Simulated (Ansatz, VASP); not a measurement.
## BN: VASP beside Ansatz

```
B N
1.0
     2.50804    0.00000    0.00000
    -1.24671    2.17623    0.00000
     0.00000    0.00000   18.00000
B N
2 2
Direct
  0.97874 0.98260 0.40521
  0.52126 0.51740 0.59761
  0.67601 0.33989 0.40239
  0.82399 0.16011 0.59479
```

Alike in both runs: task single point; functional PBE; dispersion D3(BJ); k mesh 8 × 8 × 1; occupations gaussian, width 0.1 eV; no spin polarisation.

```csv
,VASP,Ansatz
version,VASP 6.6.1,Ansatz 0.2.0
potentials or method,"VASP PAW PBE potentials, release 64 (B, N)","scalar-relativistic, plane waves, PAW"
plane-wave cutoff (eV),520,420
valence electrons in the cell,16,16
```

|  | VASP | Ansatz | Ansatz less VASP |
| --- | --- | --- | --- |
| gap on the k mesh at the Fermi level (eV) | 3.78 | 3.78 | +0.008 |
| least direct gap on the mesh (eV) | 4.13 | 4.13 | +0.005 |
| rms of the force components (eV/Å) | 1.585 | 1.588 | +0.0036 |

Atom by atom the forces differ by 0.004 eV/Å (rms over components). Ansatz warned: «slab_cell_height_set».

PBE gaps usually lie below the measured ones, often by a third to a half.
